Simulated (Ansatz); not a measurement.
The calculation used Ansatz, DFT, revPBE, plane waves (420 eV) with PAW, scalar-relativistic. The PAW files were generated under PBE, with cores re-solved for the functional.

An element in the dhcp structure gives this curve. The cell is scaled uniformly from the relaxed one, with fractional coordinates and shape fixed. Energies are extrapolated to zero smearing, pressures are those at the given smearing. Magnetic state: spin not included.

```tsv
V (Å³/atom)	E − E₀ (meV/atom)	P (GPa)
38.785	38.4	2.58
40.548	16.0	1.57
42.310	3.7	0.72
44.073	0.0	0.01
45.836	3.5	-0.59
47.599	13.0	-1.10
49.362	27.6	-1.52
```

(1) Which element is it?
A. strontium
B. calcium
C. sodium
D. lead

Results:

(1) B. Its fit is V₀ = 44.05 Å³/atom, B₀ = 16.3 GPa, B₀′ = 3.3.
